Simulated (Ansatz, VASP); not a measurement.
Given: the input of a run of Ansatz 0.2.0 on Cd3Se.

The input input.yaml:

```yaml
crystal:
  lattice:
    - [-2.0544696389, 2.0544696389, 6.1273929629]
    - [2.0544696389, -2.0544696389, 6.1273929629]
    - [2.0544696389, 2.0544696389, -6.1273929629]
  atoms:
    - { symbol: Cd, position: [0.5, 0.5, 0.0] }
    - { symbol: Cd, position: [0.25, 0.75, 0.5] }
    - { symbol: Cd, position: [0.75, 0.25, 0.5] }
    - { symbol: Se, position: [0.0, 0.0, 0.0] }
hamiltonian:
  xc: pbe
  pseudopotentials: { kind: paw }
kpoints:
  mp_grid: { grid: [9, 9, 9] }
scf:
  occupations: { method: fermi_dirac, width: 0.05 }
output:
  forces: true
  stress: true
  eigenvalues: true
```

Potentials or basis: Ansatz PAW.

Launch:

```sh
$ ansatz run input.yaml --threads 2 --pin off --max-ram 5120MiB --backend cpu --events-out ev --progress --plain --runs-dir out
```

Question: Set up the same calculation for VASP 6.6.1. Potentials there: VASP PAW PBE potentials, release 64 (Cd, Se).

Answer: As run (the cutoff follows the program's own potentials):

Contents of INCAR:

```
SYSTEM = Cd3Se
  PREC = Accurate
  ENCUT = 520
  EDIFF = 1E-7
  ISMEAR = -1
  SIGMA = 0.05
  LREAL = .False.
  LASPH = .True.
  NELM = 60
  ALGO = Normal
  ISIF = 2
  LWAVE = .False.
  LCHARG = .False.
  GGA = PE
  NBANDS = 29
```

The input KPOINTS:

```
Automatic mesh
0
Gamma
  9 9 9
  0 0 0
```

The input POSCAR:

```
Cd3Se
1.0
   -2.0544696389      2.0544696389      6.1273929629
    2.0544696389     -2.0544696389      6.1273929629
    2.0544696389      2.0544696389     -6.1273929629
Cd Se
3 1
Direct
    0.5000000000      0.5000000000      0.0000000000
    0.2500000000      0.7500000000      0.5000000000
    0.7500000000      0.2500000000      0.5000000000
    0.0000000000      0.0000000000      0.0000000000
```

Potentials or basis: VASP PAW PBE potentials, release 64 (Cd, Se).

Command:

```sh
$ cat potpaw_PBE.64/Cd/POTCAR potpaw_PBE.64/Se/POTCAR > POTCAR
$ mpirun -np 1 vasp_std > vasp.out
```

Both were run:

|  | VASP | Ansatz | Ansatz less VASP |
| --- | --- | --- | --- |
| gap on the k mesh at the Fermi level (eV) | none | none | - |
| pressure (GPa) | -1.0 | -1.2 | -0.21 |
| largest component of the traceless stress (GPa) | 1.10 | 1.22 | +0.125 |

A gap of «none» marks a metal or a gap that the smearing closes. The two sets of potentials don't hold the same shells in valence.
